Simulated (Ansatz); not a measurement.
The system is CoO.

```
Co O
1.0
     0.00000    2.13150    2.13150
     2.13150    0.00000    2.13150
     2.13150    2.13150    0.00000
Co O
1 1
Direct
  0.00000 0.00000 0.00000
  0.50000 0.50000 0.50000
```

Base run:

| Property | Result |
| --- | --- |
| Program | Ansatz 0.2.0 |
| Functional | PBEsol |
| Potentials or basis | all-electron LAPW, scalar-relativistic |
| Cutoff | 360 eV (chosen from the basis error) |
| Basis error allowed | 0.001 eV/atom |
| k mesh | 11 × 11 × 11 |
| Occupations | fermi-dirac, width 0.05 eV |
| Spin | collinear spin, ferromagnetic start |
| Starting moments | [2.0, 0.0] μB |

Its results: pressure -10.8 GPa; net moment 2.96 μB per cell; site moments Co +2.60; O +0.34 μB.

**Question.** The run is repeated on the same cell with these changes: functional from PBEsol to LDA. What comes out?

**Answer.** Pressure -19.3 GPa; net moment 2.88 μB per cell; site moments Co +2.52; O +0.34 μB.

LDA binds more tightly than PBEsol, so the same cell stands under less pressure.

Caveats: a cell with one magnetic atom can't hold antiferromagnetic order, which such compounds often take; so large a pressure means that the cell lies far from this level's equilibrium, or that cutoff or potentials fall short (some runs).
